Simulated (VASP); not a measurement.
Write the native input for VASP 6.6.1 that does the following.

| Property | Result |
| --- | --- |
| Task | Born charges and dielectric tensor |
| Functional | PBE |
| Potentials or basis | VASP PAW PBE potentials, release 64 (Zn, O) |
| Cutoff | 520 eV |
| k mesh | 3 × 3 × 1 |
| Occupations | gaussian, width 0.02 eV |
| Spin | no spin polarisation |
| Further INCAR settings | ALGO = Normal; EDIFF = 1e-08; IBRION = 8; NSW = 1 |

The structure of ZnO lies in POSCAR:

```
ZnO                                     
1.0
    3.4430210054     -0.0000000000     -0.0000000000
   -1.7215105027      2.9817436532      0.0000000000
   -0.0000000000      0.0000000000      4.4370501534
  Zn              O             
     2     2
Direct
     0.3333333300000021    0.6666666699999979    0.4395590910688502
     0.6666666699999979    0.3333333300000021    0.9395590910688503
     0.6666666699999979    0.3333333300000021    0.4394509089311507
     0.3333333300000021    0.6666666699999979    0.9394509089311507
```

Measurements of this composition are mostly on another form, of space group No. 186.

These files were run (other wordings do the same):

INCAR

```
SYSTEM = ZnO
PREC = Accurate
ENCUT = 520
EDIFF = 1E-8
ISMEAR = 0
SIGMA = 0.02
LREAL = .False.
LASPH = .True.
NELM = 80
ALGO = Normal
ISIF = 2
LWAVE = .False.
LCHARG = .False.
GGA = PE
LEPSILON = .True.
IBRION = 8
NSW = 1
```

KPOINTS

```
Automatic mesh
0
Gamma
  3 3 1
  0 0 0
```

Potentials or basis: VASP PAW PBE potentials, release 64 (Zn, O).

The run is started by

```bash
$ cat potpaw_PBE.64/Zn/POTCAR potpaw_PBE.64/O/POTCAR > POTCAR
$ mpirun -np 4 vasp_std > vasp.out
```

It gave:

```
Band gap on the k mesh                                  : 1.14 eV, direct
Electronic dielectric tensor (diagonal)                 : 27.48, 27.48, 11.21
Born charges (mean of the diagonal)                     : Zn +2.75; O -2.75 e
Highest phonon frequency at Γ, LO-TO splitting left out : 481 cm⁻¹
```

Caveat: the k mesh is coarse (spacing up to 1.42 Å⁻¹), so the values aren't converged.

Run time: 53 s on 4 MPI ranks on Intel(R) Xeon(R) Platinum 8375C CPU @ 2.90GHz (Ice Lake) (shared host), peak memory 0.13 GiB a rank.
